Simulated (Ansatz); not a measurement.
# Calculated ¹⁷O NMR of the central transition for SiO2

Cell: an entry of the Crystallography Open Database (COD), its atoms then relaxed with PBE in this cell.

Space group Pbcn (No. 60); a = 4.0970, b = 5.0462, c = 4.4946 Å.

| site | Wyckoff | site symmetry | x | y | z |
| --- | --- | --- | --- | --- | --- |
| Si | 4c | .2. | 0.0000 | 0.1524 | 0.2500 |
| O | 8d | 1 | 0.7316 | 0.6172 | 0.9200 |

One atom of each set is listed.

The numbers come from a DFT calculation in Ansatz (r2SCAN, plane waves and PAW (field gradients read without the response of the frozen cores, which leaves them typically 4 to 6 % off), scalar-relativistic, 500 eV cutoff, Γ-centred 5×4×5 k-points, Fermi–Dirac smearing 0.02 eV).

¹⁷O has I = 5/2 and Q = -25.58 mb (Pyykkö 2018); at 9.4 T its Larmor frequency is ν₀ = 54.3 MHz. Only the quadrupole interaction is simulated: positions count from each site's isotropic chemical shift, and shift anisotropy, dipolar and J coupling are left out.

Task: Give C_Q, η, the quadrupolar product P_Q = |C_Q|(1 + η²/3)^½, the second-order isotropic shift and the breadth of the pattern (static powder) for each O site.

Result: 

```
site          first shell  C_Q (MHz)     η  P_Q (MHz)  δ_QIS (ppm)  breadth (kHz)
   O  3 Si at 1.77–1.83 Å       7.44  0.40       7.64         -119           43.4
```

δ_QIS = −(ν_Q²/30ν₀²)[I(I+1) − 3/4](1 + η²/3) × 10⁶ ppm with ν_Q = 3|C_Q|/[2I(2I−1)]; it falls as 1/B₀² in ppm, and the breadth as 1/B₀ in kHz.

At O V_zz stands upright on the plane through its three neighbours (within 3°).

At this cell the principal stresses reach 5 GPa in size with r2SCAN, which can matter for small gradients.
